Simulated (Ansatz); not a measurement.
# BaS (rocksalt): zero-pressure volume and bulk modulus with PBEsol

The task here is to estimate one member of a computed series from the others.

Computed with Ansatz 0.2.0 (DFT PBEsol, scalar-relativistic, plane waves, PAW, unless a step's input says otherwise).

**The starting structure**

The structure is cubic, space group Fm-3m (No. 225). Conventional cell: a = 6.388 Å, b = 6.388 Å, c = 6.388 Å, α = 90.00°, β = 90.00°, γ = 90.00°. Ba (site symmetry m-3m) has 6 S at 3.19 Å in its first shell of neighbours. S (site symmetry m-3m) has 6 Ba at 3.19 Å in its first shell of neighbours.

As a file:

```
Ba S
1.0
     0.00000    3.19375    3.19375
     3.19375    0.00000    3.19375
     3.19375    3.19375    0.00000
Ba S
1 1
Direct
  0.50000 0.50000 0.50000
  0.00000 0.00000 0.00000
```

At PBE, an earlier run found 0.84 GPa for this cell of 32.576 Å³/atom (6×6×6 mesh), mesh gap 2.21 eV.

Set-up of the first run:

Input file input.yaml:

```yaml
crystal:
  lattice:
    - [0.0, 3.193750825, 3.193750825]
    - [3.193750825, 0.0, 3.193750825]
    - [3.193750825, 3.193750825, 0.0]
  atoms:
    - { symbol: Ba, position: [0.5, 0.5, 0.5] }
    - { symbol: S, position: [0.0, 0.0, 0.0] }
basis:
  ecutwfc: 420
  ecutrho_ratio: 4
kpoints:
  mp_grid: { grid: [6, 6, 6] }
hamiltonian:
  xc: pbesol
scf:
  occupations: { method: gaussian, width: 0.05 }
output:
  forces: true
  stress: true
  eigenvalues: true
```

The run is started by

```console
$ ansatz run input.yaml --threads 4 --pin off --max-ram 8192MiB --backend cpu --events-out ev --progress --plain --runs-dir out
```

Among the steps run: At the given cell; Stepping to 32.327 Å³/atom; Stepping to 31.733 Å³/atom; Volume × 0.98 of the new zero; Volume × 1.02 of the new zero; Volume × 0.96 of the new zero; Volume × 1.04 of the new zero.

One of the session's tables, all rows but one given; the rest of the session is left out.

It belongs to the step «Energy and pressure against volume». 

| volume (Å³/atom) | energy (meV/atom) | pressure (GPa) |
| --- | --- | --- |
| 30.463 | 7.95 | 2.08 |
| 31.098 | 1.92 | 0.98 |
| 31.733 | 0.00 | 0.00 |
| 32.367 | ? | ? |
| 33.002 | 6.85 | -1.67 |

Q: Estimate the row for volume (Å³/atom) = 32.367 from the others.

Worked estimate for «energy (meV/atom)». A straight line through the neighbours (31.733, 0.00) and (33.002, 6.85) gives 0.00 + (6.85 − 0.00) × (32.367 − 31.733) / (33.002 − 31.733) = 3.42; a parabola fitted to 3 rows on both sides gives 1.64.

**Answer.** energy (meV/atom): 1.77; pressure (GPa): -0.88. In «energy (meV/atom)» the line misses by +1.65 and the parabola by -0.13.
